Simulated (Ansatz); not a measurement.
# HfN (P6_3/mmc) in Ansatz: a series of runs, part 2 of 2

Ansatz 0.2.0.

## 3. Single point, LDA, 10.83 Å³/atom (volume scaled by 0.94)

Input file input.yaml:

```yaml
crystal:
  lattice:
    - [3.0699327642, 0.0, 0.0]
    - [-1.5349663822, 2.6586397618, 0.0]
    - [0.0, 0.0, 5.3061904127]
  atoms:
    - { symbol: Hf, position: [0.3333333333, 0.6666666667, 0.25] }
    - { symbol: Hf, position: [0.6666666667, 0.3333333333, 0.75] }
    - { symbol: "N", position: [0.0, 0.0, 0.5] }
    - { symbol: "N", position: [0.0, 0.0, 0.0] }
hamiltonian:
  xc: lda
  pseudopotentials: { kind: paw }
kpoints:
  mp_grid: { grid: [10, 10, 5] }
scf:
  occupations: { method: fermi_dirac, width: 0.05 }
output:
  forces: true
  stress: true
  eigenvalues: true
```

Potentials or basis: Ansatz PAW.

Launch:

```sh
$ ansatz run input.yaml --threads 2 --pin off --max-ram 5632MiB --backend cpu --events-out ev --progress --plain --runs-dir out
```

Output:

```text
Warning: RAYON_NUM_THREADS=2 ignored (pool sized by the plan → 2); use --threads N
Engine: ansatz 0.2.0, x86_64-unknown-linux-gnu
Pseudopotentials: kind: paw
Pseudopotential: Hf, paw, valence charge 26, recommended cutoff 420 eV (normal), Hf.paw.azcp
Pseudopotential: N, paw, valence charge 5, recommended cutoff 420 eV (normal), N.paw.azcp
[... 61 lines left out ...]
       -0.000000       0.000000       8.899794
  P = ⅓ Tr σ = 9.2774 GPa (92.774 kbar)
--- Band table (eV; the first three rows and the last of 42) ---
  k-point 0: bands = ["-37.5022", "-37.4364", "-7.0720", "-5.9770", "-5.8776", "-5.8776", "-5.8044", "-5.8044", "7.2778", "10.5886", "12.5160", "12.5349", "12.5406", "12.5406", "12.5955", "12.6202", "12.6202", "12.6251", "12.6251", "12.6475", "12.6475", "12.7014", "12.7037", "12.7643", "15.6736", "19.6402", "19.6402", "20.9410", "20.9410", "22.9449", "23.8485", "25.2747", "25.2747", "26.2262", "26.4767", "26.4767", "26.7892", "30.6020"]
  k-point 1: bands = ["-37.4959", "-37.4427", "-6.9772", "-6.0930", "-5.8706", "-5.8706", "-5.8114", "-5.8114", "7.5374", "10.1537", "12.5329", "12.5404", "12.5426", "12.5426", "12.5973", "12.5998", "12.5998", "12.6338", "12.6338", "12.6593", "12.6593", "12.7016", "12.7035", "12.7075", "16.2793", "19.6858", "19.6858", "20.6898", "20.6898", "21.4159", "24.9930", "25.8071", "25.8071", "26.6776", "26.8427", "26.8633", "26.8633", "30.0955"]
  k-point 2: bands = ["-37.4795", "-37.4592", "-6.7204", "-6.3837", "-5.8523", "-5.8523", "-5.8297", "-5.8297", "8.2439", "9.2120", "12.5519", "12.5519", "12.5538", "12.5548", "12.5719", "12.5719", "12.6043", "12.6362", "12.6516", "12.6516", "12.6633", "12.6633", "12.7022", "12.7029", "17.6901", "19.4742", "19.8636", "19.8636", "20.2235", "20.2235", "26.1304", "26.8040", "27.0303", "27.0303", "27.5634", "27.7522", "27.7522", "28.8159"]
  k-point 41: bands = ["-37.3939", "-37.3914", "-6.7575", "-6.7156", "-6.5514", "-6.4925", "-6.1136", "-6.0827", "9.4445", "9.6322", "12.5856", "12.5860", "12.6019", "12.6042", "12.6093", "12.6206", "12.6210", "12.6285", "12.6374", "12.6427", "12.6587", "12.6624", "12.7061", "12.7465", "17.1038", "17.2749", "19.0367", "19.8470", "20.0520", "20.2901", "24.6936", "25.2677", "27.8713", "28.3074", "30.6699", "30.9278", "30.9353", "31.0775"]
```

Wall time 1.9 s (2 threads of AMD EPYC 7R13 (Zen 3), shared host); peak memory 0.4 GiB.

What came out:

```yaml
Free_energy: -31709.1384 eV
Pressure: 9.3 GPa
Band_gap_on_the_k_mesh: none (metal or under the smearing width)
```

Caveat: the pressure holds a Pulay correction of +0.7 GPa for the finite cutoff; the PAW data sets come from PBE, with cores solved anew for the run's functional, which leaves a small shift of forces and pressure.

## 4. Single point, LDA, 11.06 Å³/atom (volume scaled by 0.96)

input.yaml, as its differences from that of step 3:

```diff
@@ -2,5 +2,5 @@
   lattice:
-    - [3.0699327642, 0.0, 0.0]
-    - [-1.5349663822, 2.6586397618, 0.0]
-    - [0.0, 0.0, 5.3061904127]
+    - [3.0915527214, 0.0, 0.0]
+    - [-1.5457763607, 2.6773631939, 0.0]
+    - [0.0, 0.0, 5.343559182]
   atoms:
```

Launch:

```sh
$ ansatz run input.yaml --threads 2 --pin off --max-ram 5632MiB --backend cpu --events-out ev --progress --plain --runs-dir out
```

Wall time 1.8 s (2 threads of AMD EPYC 7R13 (Zen 3), shared host); peak memory 0.4 GiB.

Results (log left out):

```
Free energy            : -31709.1721 eV
Pressure               : 2.5 GPa
Band gap on the k mesh : none (metal or under the smearing width)
```

Caveat: the pressure holds a Pulay correction of +0.7 GPa for the finite cutoff; the PAW data sets come from PBE, with cores solved anew for the run's functional, which leaves a small shift of forces and pressure.

## 5. Single point, LDA, 11.29 Å³/atom (volume scaled by 0.98)

input.yaml, as its differences from that of step 4:

```diff
@@ -2,5 +2,5 @@
   lattice:
-    - [3.0915527214, 0.0, 0.0]
-    - [-1.5457763607, 2.6773631939, 0.0]
-    - [0.0, 0.0, 5.343559182]
+    - [3.1128744484, 0.0, 0.0]
+    - [-1.5564372243, 2.6958283511, 0.0]
+    - [0.0, 0.0, 5.3804124788]
   atoms:
```

Launch:

```sh
$ ansatz run input.yaml --threads 2 --pin off --max-ram 5632MiB --backend cpu --events-out ev --progress --plain --runs-dir out
```

Run time: 2 s. Hardware: 2 threads of AMD EPYC 7R13 (Zen 3), shared host; peak memory 0.41 GiB.

The run converged. Its results:

```
Free energy            : -31709.1689 eV
Pressure               : -3.5 GPa
Band gap on the k mesh : none (metal or under the smearing width)
```

Caveat: the pressure holds a Pulay correction of +0.6 GPa for the finite cutoff; the PAW data sets come from PBE, with cores solved anew for the run's functional, which leaves a small shift of forces and pressure.

## 6. Single point, LDA, 11.52 Å³/atom

input.yaml, as its differences from that of step 5:

```diff
@@ -2,5 +2,5 @@
   lattice:
-    - [3.1128744484, 0.0, 0.0]
-    - [-1.5564372243, 2.6958283511, 0.0]
-    - [0.0, 0.0, 5.3804124788]
+    - [3.1339080219, 0.0, 0.0]
+    - [-1.566954011, 2.7140439601, 0.0]
+    - [0.0, 0.0, 5.41676772]
   atoms:
@@ -21 +21,5 @@
   eigenvalues: true
+  write_density: true
+  write_potential: true
+  elf: true
+  volumetric_format: npy
```

Potentials or basis: Ansatz PAW.

Launch:

```sh
$ ansatz run input.yaml --threads 2 --pin off --max-ram 5632MiB --backend cpu --events-out ev --progress --plain --runs-dir out
```

It took 2.6 s on 2 threads of AMD EPYC 7R13 (Zen 3), shared host; peak memory 0.41 GiB.

Results (log left out):

```
Free energy            : -31709.1329 eV
Pressure               : -9.0 GPa
Band gap on the k mesh : none (metal or under the smearing width)
```

Caveat: the pressure holds a Pulay correction of +0.6 GPa for the finite cutoff; the PAW data sets come from PBE, with cores solved anew for the run's functional, which leaves a small shift of forces and pressure.

## 7. Single point, LDA, 11.75 Å³/atom (volume scaled by 1.02)

input.yaml, as its differences from that of step 6:

```diff
@@ -2,5 +2,5 @@
   lattice:
-    - [3.1339080219, 0.0, 0.0]
-    - [-1.566954011, 2.7140439601, 0.0]
-    - [0.0, 0.0, 5.41676772]
+    - [3.1546629845, 0.0, 0.0]
+    - [-1.5773314923, 2.732018285, 0.0]
+    - [0.0, 0.0, 5.4526413994]
   atoms:
```

Launch:

```sh
$ ansatz run input.yaml --threads 2 --pin off --max-ram 5632MiB --backend cpu --events-out ev --progress --plain --runs-dir out
```

Run time: 2.7 s. Hardware: 2 threads of AMD EPYC 7R13 (Zen 3), shared host; peak memory 0.41 GiB.

It converged, with:

```
Free energy            : -31709.0672 eV
Pressure               : -13.8 GPa
Band gap on the k mesh : none (metal or under the smearing width)
```

Caveat: the pressure holds a Pulay correction of +0.6 GPa for the finite cutoff; the PAW data sets come from PBE, with cores solved anew for the run's functional, which leaves a small shift of forces and pressure.

## 8. Single point, LDA, 11.98 Å³/atom (volume scaled by 1.04)

input.yaml, as its differences from that of step 7:

```diff
@@ -2,5 +2,5 @@
   lattice:
-    - [3.1546629845, 0.0, 0.0]
-    - [-1.5773314923, 2.732018285, 0.0]
-    - [0.0, 0.0, 5.4526413994]
+    - [3.1751483831, 0.0, 0.0]
+    - [-1.5875741916, 2.7497591606, 0.0]
+    - [0.0, 0.0, 5.4880491538]
   atoms:
@@ -21,5 +21 @@
   eigenvalues: true
-  write_density: true
-  write_potential: true
-  elf: true
-  volumetric_format: npy
```

Launch:

```sh
$ ansatz run input.yaml --threads 2 --pin off --max-ram 5632MiB --backend cpu --events-out ev --progress --plain --runs-dir out
```

It took 2.2 s on 2 threads of AMD EPYC 7R13 (Zen 3), shared host; peak memory 0.41 GiB.

The run converged. Its results:

| Item | Value |
| --- | --- |
| Free energy | -31708.9747 eV |
| Pressure | -18.2 GPa |
| Band gap on the k mesh | none (metal or under the smearing width) |

Caveat: the pressure holds a Pulay correction of +0.6 GPa for the finite cutoff; the PAW data sets come from PBE, with cores solved anew for the run's functional, which leaves a small shift of forces and pressure.

## 9. Single point, LDA, 12.21 Å³/atom (volume scaled by 1.06)

input.yaml, as its differences from that of step 8:

```diff
@@ -2,5 +2,5 @@
   lattice:
-    - [3.1751483831, 0.0, 0.0]
-    - [-1.5875741916, 2.7497591606, 0.0]
-    - [0.0, 0.0, 5.4880491538]
+    - [3.1953728034, 0.0, 0.0]
+    - [-1.5976864018, 2.7672740223, 0.0]
+    - [0.0, 0.0, 5.5230058234]
   atoms:
```

Potentials or basis: Ansatz PAW.

Launch:

```sh
$ ansatz run input.yaml --threads 2 --pin off --max-ram 5632MiB --backend cpu --events-out ev --progress --plain --runs-dir out
```

Wall time 2.1 s (2 threads of AMD EPYC 7R13 (Zen 3), shared host); peak memory 0.41 GiB.

It converged, with:

| Item | Value |
| --- | --- |
| Free energy | -31708.8587 eV |
| Pressure | -22.1 GPa |
| Band gap on the k mesh | none (metal or under the smearing width) |

Caveat: the pressure holds a Pulay correction of +0.5 GPa for the finite cutoff; the PAW data sets come from PBE, with cores solved anew for the run's functional, which leaves a small shift of forces and pressure.

## 10. Equation of state, LDA

No new run: the results of the series are fitted here.

What came out:

```yaml
Equilibrium_volume: 11.15 Å³/atom
Bulk_modulus_at_fixed_shape_and_positions: 296 GPa
Pressure_derivative_of_the_bulk_modulus: 4.3
```

Energy against volume, from the lowest point:
```tsv
volume (Å³/atom)	energy (meV/atom)
10.827	8.42
11.057	0.00
11.288	0.78
11.518	9.79
11.749	26.23
11.979	49.33
12.209	78.35
```

Caveat: the cell was scaled at fixed shape and fractional positions, which overstates the stiffness of a crystal with free parameters, most of all of layers and chains. Spin-orbit coupling is left out, which matters for the levels of Hf.
